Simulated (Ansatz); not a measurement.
## SnSe2 under changes of volume

One of the cells (25.726 Å³/atom); the others are scaled copies at fixed shape and fractional positions:

```
Sn Se
1.0
     3.81100    0.00000    0.00000
    -1.90550    3.30042    0.00000
     0.00000    0.00000    6.13600
Sn Se
1 2
Direct
  0.00000 0.00000 0.00000
  0.66667 0.33333 0.75100
  0.33333 0.66667 0.24900
```

| Property | Result |
| --- | --- |
| Program | Ansatz 0.2.0 |
| Functional | r2SCAN |
| Potentials or basis | Ansatz PAW |
| Cutoff | 500 eV (not typed: the program's choice for these potentials) |
| k mesh | 8 × 8 × 5 |
| Occupations | fermi-dirac, width 0.05 eV |
| Spin | no spin polarisation |

```tsv
volume (Å³/atom)	energy over the lowest point (meV/atom)	pressure (GPa)	gap on the mesh (eV)	largest force (eV/Å)
24.182	74.17	9.4	1.19	1.199
24.697	47.45	7.3	1.16	0.953
25.212	27.31	5.3	1.13	0.726
25.726	?	?	?	?
26.241	4.17	2.0	1.06	0.325
26.755	0.00	0.6	1.03	0.147
27.270	0.08	-0.6	1.00	0.018
```

What does the run at 25.726 Å³/atom give?

Energy over the lowest point 13.09 meV/atom; pressure 3.6 GPa; gap on the mesh 1.10 eV; largest force 0.517 eV/Å.

Worked out: A Birch-Murnaghan fit of order 3 (a polynomial in V^(-2/3)) to the other rows has its minimum at 27.00 Å³/atom with B0 = V·E''(V) = 66 GPa and B' = 4.6 at fixed shape and positions, which overstates the stiffness. It gives 13.11 meV/atom at 25.726 Å³/atom, against the run's 13.09, and -dE/dV = 3.6 GPa, against 3.6. A straight line through the other rows of the gap, of slope -1.6 eV per unit of ln V, gives 1.09 eV, against the run's 1.10.

Energies are extrapolated to zero smearing.

Caveats: odd divisions of the mesh miss points on the zone boundary, where band edges often lie, so the gap on the mesh can be too wide; spin-orbit coupling is left out, which moves the levels of the heavy elements; the PAW data sets come from PBE, with cores solved anew for the run's functional, which leaves a small shift of forces and pressure; forces of over 1 eV/Å show positions far from the minimum, so gaps and moduli don't describe the material at rest (some runs).

A mesh can miss the band edges.
